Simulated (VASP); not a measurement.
Calculation: PBEsol GGA with spin-orbit coupling, VASP's PBE PAW potentials (set 64) (plane waves; VASP 6.6.1).

VASP input:

File KPOINTS_OPT:
```
k-points along high-symmetry lines
8
Line-mode
Reciprocal
  0.000000   0.000000   0.000000 ! GAMMA
 -0.500000  -0.500000   0.000000 ! X

 -0.500000  -0.500000   0.000000 ! X
 -0.375000  -0.375000   0.250000 ! U

 -0.375000  -0.000000   0.375000 ! K
  0.000000   0.000000   0.000000 ! GAMMA

  0.000000   0.000000   0.000000 ! GAMMA
 -0.000000  -0.000000   0.500000 ! L

 -0.000000  -0.000000   0.500000 ! L
 -0.500000  -0.250000   0.250000 ! W

 -0.500000  -0.250000   0.250000 ! W
 -0.500000  -0.500000   0.000000 ! X
```

### POSCAR
```
AlSb
1
    0.0000000000     3.0842084677     3.0842084677
    3.0842084677     0.0000000000     3.0842084677
    3.0842084677     3.0842084677     0.0000000000
Al Sb
1 1
Direct
  0.0000000000   0.0000000000   0.0000000000
  0.2500000000   0.2500000000   0.2500000000
```

**INCAR**
```
SYSTEM = AlSb
PREC = Accurate; ENCUT = 400; LREAL = .False.
LASPH = .True.
EDIFF = 1E-6; NELM = 100; ALGO = Normal
LMAXMIX = 4
ISMEAR = 0; SIGMA = 0.05
GGA = PS; GGA_COMPAT = .False.
MAGMOM = 6*0; LSORBIT = .True.
LWAVE = .False.; LCHARG = .False.
```

File KPOINTS:
```
Automatic
0
Gamma
  7 7 7
0 0 0
```

POTCAR, in this order: Al Sb (PBE.64 set). Program: vasp_ncl.

The run wrote:

**OSZICAR**
```
       N       E                     dE             d eps       ncg     rms          rms(c)
DAV:   1     0.179363841751E+02    0.17936E+02   -0.21552E+03   960   0.603E+02
DAV:   2    -0.763972572878E+01   -0.25576E+02   -0.23600E+02  1248   0.110E+02
DAV:   3    -0.902976921346E+01   -0.13900E+01   -0.13786E+01  1280   0.267E+01
DAV:   4    -0.904794043013E+01   -0.18171E-01   -0.18166E-01  1096   0.372E+00
DAV:   5    -0.904836717673E+01   -0.42675E-03   -0.42674E-03  1264   0.593E-01    0.376E+00
DAV:   6    -0.895463999975E+01    0.93727E-01   -0.62503E-02  1088   0.155E+00    0.227E+00
DAV:   7    -0.892190667208E+01    0.32733E-01   -0.50201E-02  1168   0.137E+00    0.144E+00
DAV:   8    -0.892117721241E+01    0.72946E-03   -0.33898E-03  1256   0.409E-01    0.352E-01
DAV:   9    -0.892118022970E+01   -0.30173E-05   -0.15153E-03   984   0.257E-01    0.472E-02
DAV:  10    -0.892120625299E+01   -0.26023E-04   -0.13220E-04  1152   0.840E-02    0.195E-02
DAV:  11    -0.892124279434E+01   -0.36541E-04   -0.23381E-05  1040   0.370E-02    0.186E-02
DAV:  12    -0.892124698731E+01   -0.41930E-05   -0.34868E-06  1160   0.141E-02    0.100E-02
DAV:  13    -0.892124682467E+01    0.16265E-06   -0.31358E-07   728   0.442E-03
   1 F= -.89212468E+01 E0= -.89212468E+01  d E =-.943180E-11  mag=     0.0000     0.0000     0.0000
       N       E                     dE             ncg
       N       E                     dE             ncg
```

**OUTCAR**
```
------------------------ aborting loop because EDIFF is reached ----------------------------------------
  FORCE on cell =-STRESS in cart. coord.  units (eV):
  Direction    XX          YY          ZZ          XY          YZ          ZX
  --------------------------------------------------------------------------------------
  Total        0.0130609      0.0130609      0.0130609      0.0000000      0.0000000      0.0000000
  in kB        0.3566326      0.3566326      0.3566326      0.0000000      0.0000000      0.0000000
  external PRESSURE =       0.3566326 kB  Pullay stress =       0.0000000 kB
  volume of cell :       58.68
      direct lattice vectors                 reciprocal lattice vectors
     0.000000000  3.084208468  3.084208468    -0.162116149  0.162116149  0.162116149
     3.084208468  0.000000000  3.084208468     0.162116149 -0.162116149  0.162116149
     3.084208468  3.084208468  0.000000000     0.162116149  0.162116149 -0.162116149
 POSITION                                       TOTAL-FORCE (eV/Angst)
 -----------------------------------------------------------------------------------
      0.00000      0.00000      0.00000        -0.000000     -0.000000     -0.000000
      1.54210      1.54210      1.54210         0.000000      0.000000      0.000000
 -----------------------------------------------------------------------------------
    total drift:                                0.000000      0.000000      0.000000
  FREE ENERGIE OF THE ION-ELECTRON SYSTEM (eV)
  ---------------------------------------------------
  free  energy   TOTEN  =        -8.9212468247 eV

  energy  without entropy=       -8.9212468247  energy(sigma->0) =       -8.92124682

 Ion:    1  E_soc:     -0.0002613

 Ion:    2  E_soc:     -0.1178319
```
(Selected blocks of OUTCAR.)

The compound is AlSb in the zinc blende structure. It was relaxed first.
